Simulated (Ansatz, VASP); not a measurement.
**One calculation of Si, two programs**

The input INCAR:

```
SYSTEM = Si
PREC = Accurate ; ENCUT = 520
EDIFF = 1E-6 ; ISMEAR = -1
SIGMA = 0.05 ; LREAL = .False.
LASPH = .True. ; NELM = 100
ALGO = Normal ; ISIF = 2
LWAVE = .False. ; LCHARG = .False.
GGA = PE ; NBANDS = 8
```

Contents of KPOINTS:

```
regular mesh
0
Gamma
  12 12 11
  0 0 0
```

POSCAR

```
Si
1.0
    2.6550275960      0.0000000000      0.0000000000
   -1.3275137981      2.2993213459      0.0000000000
    0.0000000000      0.0000000000      2.4988101434
Si
1
Direct
    0.0000000000      0.0000000000      0.0000000000
```

The input input.yaml:

```yaml
crystal:
  lattice:
    - [2.655027596, 0.0, 0.0]
    - [-1.3275137981, 2.2993213459, 0.0]
    - [0.0, 0.0, 2.4988101434]
  atoms:
    - { symbol: Si, position: [0.0, 0.0, 0.0] }
kpoints:
  mp_grid: { grid: [12, 12, 11] }
scf:
  occupations: { method: fermi_dirac, width: 0.05 }
hamiltonian:
  xc: pbe
  pseudopotentials: { kind: all_electron, lapw: { basis_error: 0.0005 } }
output:
  forces: true
  stress: true
  eigenvalues: true
```

Change from the starting cell: volume scaled by 1.04.

Alike in both runs: task single point; functional PBE; k mesh 12 × 12 × 11; occupations fermi-dirac, width 0.05 eV; no spin polarisation.

|  | VASP | Ansatz |
| --- | --- | --- |
| version | VASP 6.6.1 | Ansatz 0.2.0 |
| potentials or method | VASP PAW PBE potentials, release 64 (Si) | all-electron LAPW, scalar-relativistic |
| plane-wave cutoff (eV) | 520 | see its input |

Ansatz gave:

* gap on the k mesh at the Fermi level (eV): none
* pressure (GPa): -1.3
* largest component of the traceless stress (GPa): 2.30

Question: Estimate VASP's values.

Answer: gap on the k mesh at the Fermi level (eV): none; pressure (GPa): -1.4; largest component of the traceless stress (GPa): 2.30.

A gap of «none» marks a metal or a gap that the smearing closes. Ansatz ran all-electron here, so the differences hold the error of VASP's frozen core and of both bases.
